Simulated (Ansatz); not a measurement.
**Zn5O3: competing structures**

Computed with Ansatz, DFT PBE, scalar-relativistic, plane waves, PAW. All cells share a 420 eV cutoff and Γ-centred k meshes spaced at most about 0.3 Å⁻¹ (about 0.25 or finer for metals, 2π included). No spin polarisation.

Formation energies are uncorrected and refer to the elements' standard structures at the same level (O₂ as a molecule).

These are static total energies at zero pressure. The comparison covers the computed candidates alone. No dispersion correction is applied, so the spacing and binding between layers, chains or molecules are poorly described (P-6m2), and this can change margins and order among such cells.

Invented guesses were relaxed alike, and ends that match in structure were merged. ΔE counts from the first row. Coordination counts O atoms around Zn (those within 1.25 times the shortest such distance or 1.15 times the sum of covalent radii, 1.27 where that leaves under three; a plus sign parts nearer from farther groups; the shortest distance is added where it exceeds 1.18 times the sum of covalent radii; a slash parts the counts of unlike sites). The ends were matched against large subsets of the Crystallography Open Database and the Materials Project, so a missing match doesn't prove that a structure is unreported.

```
#                         reached from  type and space group  atoms  Å³/atom             coordination  ΔE (meV/atom)  gap on mesh (eV)  in databases
1  a cell proposed by chemical analogy        P3m1 (No. 156)      8     13.6  Zn 1/3/4/3+3 from 3.5 Å              0              0.00      no match
2  a cell proposed by chemical analogy      I4/mmm (No. 139)      8     11.8                 Zn 1/5/6            148              0.00      no match
3  a cell proposed by chemical analogy       P-6m2 (No. 187)      8     15.8        Zn 3/3 from 3.4 Å            170              0.00      no match
```

The lowest: Space group P3m1 (No. 156), trigonal, a = 3.206 Å, c = 12.188 Å. Zn on its first site has 4 O at 1.97–2.00 Å; Zn on its second site is surrounded by 3 O at 2.02 Å and 3 Zn at 2.81 Å; Zn on its third site is surrounded by 4 O at 1.96–1.99 Å; Zn on its fourth site has 1 O at 1.97 Å and 3 Zn at 2.63 Å; O on its first site has 4 Zn at 1.96–2.00 Å; 3 more sites not described. Its energy over the elements is −0.97 eV/atom. A negative formation energy is needed for stability but isn't enough: competing phases decide. An observed structure of this formula, if there is one, may be missing.

```cif
data_structure
_symmetry_space_group_name_H-M 'P 1'
_symmetry_Int_Tables_number 1
_cell_length_a 3.2062
_cell_length_b 3.2062
_cell_length_c 12.1879
_cell_angle_alpha 90.000
_cell_angle_beta 90.000
_cell_angle_gamma 120.000
_cell_volume 108.51
loop_
_atom_site_label
_atom_site_type_symbol
_atom_site_fract_x
_atom_site_fract_y
_atom_site_fract_z
_atom_site_occupancy
Zn1 Zn 0.00000 0.00000 0.43373 1
Zn2 Zn 0.33333 0.66667 0.66195 1
Zn3 Zn 0.33333 0.66667 0.21140 1
Zn4 Zn 0.00000 0.00000 0.98939 1
Zn5 Zn 0.66667 0.33333 0.83591 1
O1 O 0.33333 0.66667 0.37263 1
O2 O 0.00000 0.00000 0.59502 1
O3 O 0.00000 0.00000 0.15097 1
```

The second: Space group I4/mmm (No. 139), tetragonal, a = 3.082 Å, c = 19.923 Å. Zn on a site of symmetry 4mm has 1 O at 2.18 Å and 4 Zn at 2.52 Å; Zn on a site of symmetry 4/mmm is surrounded by 6 O at 2.17–2.18 Å; Zn on a second site of symmetry 4mm is surrounded by 5 O at 2.17–2.18 Å; O on a site of symmetry 4mm has 6 Zn at 2.17–2.18 Å; 1 more site not described. Counting O atoms around Zn, the first has Zn 1/3/4/3+3 from 3.5 Å and the second has Zn 1/5/6. Cells relaxed within their symmetry can be saddle points. Some candidate types were left out of the draw beforehand, so a known form may be missing.
